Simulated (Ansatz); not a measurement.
# SiO2: the cost of one run

Program: Ansatz 0.2.0. Level of theory: DFT PBE+D3(BJ), scalar-relativistic, plane waves, PAW. These are calculated values, not measurements.

**1. The starting structure**

Symmetry: Ibam, No. 72, orthorhombic system. Conventional cell: a = 4.720 Å, b = 8.360 Å, c = 5.160 Å, α = 90.00°, β = 90.00°, γ = 90.00°. Si (site symmetry 222) is surrounded by 4 O at 1.87 Å. O (site symmetry m) has 2 Si at 1.87 Å as nearest neighbours.

As a file:

```cif
data_structure
_symmetry_space_group_name_H-M 'P 1'
_symmetry_Int_Tables_number 1
_cell_length_a 5.1600
_cell_length_b 8.3600
_cell_length_c 8.6171
_cell_angle_alpha 119.018
_cell_angle_beta 107.422
_cell_angle_gamma 90.000
_cell_volume 305.41
loop_
_atom_site_label
_atom_site_type_symbol
_atom_site_fract_x
_atom_site_fract_y
_atom_site_fract_z
_atom_site_occupancy
Si1 Si 0.08333 0.33333 0.66667 1
Si2 Si 0.75000 0.00000 0.00000 1
Si3 Si 0.41667 0.66667 0.33333 1
Si4 Si 0.58333 0.33333 0.66667 1
Si5 Si 0.25000 0.00000 0.00000 1
Si6 Si 0.91667 0.66667 0.33333 1
O1 O 0.73633 0.62633 0.47267 1
O2 O 0.40300 0.29300 0.80600 1
O3 O 0.06967 0.95967 0.13933 1
O4 O 0.76367 0.15367 0.52733 1
O5 O 0.43033 0.82033 0.86067 1
O6 O 0.09700 0.48700 0.19400 1
O7 O 0.23633 0.84633 0.47267 1
O8 O 0.90300 0.51300 0.80600 1
O9 O 0.56967 0.17967 0.13933 1
O10 O 0.26367 0.37367 0.52733 1
O11 O 0.93033 0.04033 0.86067 1
O12 O 0.59700 0.70700 0.19400 1
```

No relaxation comes first: the listed cell is the starting point.

**2. Reference: the perfect supercell**

Input file input.yaml:

```yaml
crystal:
  lattice:
    - [0.0, 0.0, 5.16]
    - [0.0, 8.36, 0.0]
    - [-7.08, -4.18, -2.58]
  atoms:
    - { symbol: Si, position: [0.0833333333, 0.3333333333, 0.6666666667] }
    - { symbol: Si, position: [0.75, 1.0, 0.0] }
    - { symbol: Si, position: [0.4166666667, 0.6666666667, 0.3333333333] }
    - { symbol: Si, position: [0.5833333333, 0.3333333333, 0.6666666667] }
    - { symbol: Si, position: [0.25, 0.0, 0.0] }
    - { symbol: Si, position: [0.9166666667, 0.6666666667, 0.3333333333] }
    - { symbol: O, position: [0.7363333333, 0.6263333333, 0.4726666667] }
    - { symbol: O, position: [0.403, 0.293, 0.806] }
    - { symbol: O, position: [0.0696666667, 0.9596666667, 0.1393333333] }
    - { symbol: O, position: [0.7636666667, 0.1536666667, 0.5273333333] }
    - { symbol: O, position: [0.4303333333, 0.8203333333, 0.8606666667] }
    - { symbol: O, position: [0.097, 0.487, 0.194] }
    - { symbol: O, position: [0.2363333333, 0.8463333333, 0.4726666667] }
    - { symbol: O, position: [0.903, 0.513, 0.806] }
    - { symbol: O, position: [0.5696666667, 0.1796666667, 0.1393333333] }
    - { symbol: O, position: [0.2636666667, 0.3736666667, 0.5273333333] }
    - { symbol: O, position: [0.9303333333, 0.0403333333, 0.8606666667] }
    - { symbol: O, position: [0.597, 0.707, 0.194] }
  symmetry: { detect: false }
basis:
  ecutwfc: 420
kpoints:
  mp_grid: { grid: [2, 2, 2], shift: [0.5, 0.5, 0.5] }
hamiltonian:
  xc: pbe
  dispersion: d3bj
scf:
  occupations: { method: gaussian, width: 0.1 }
output:
  forces: true
  stress: true
  eigenvalues: true
```

The run is started by

```bash
$ ansatz run input.yaml --threads 4 --pin off --max-ram 5120MiB --backend cpu --events-out ev --progress --plain --runs-dir out
```

What time and memory should one allow on 4 threads of Intel Xeon Platinum 8375C at 2.90GHz (Ice Lake), shared host?

About 4.6 s, with a peak of 0.68 GiB.
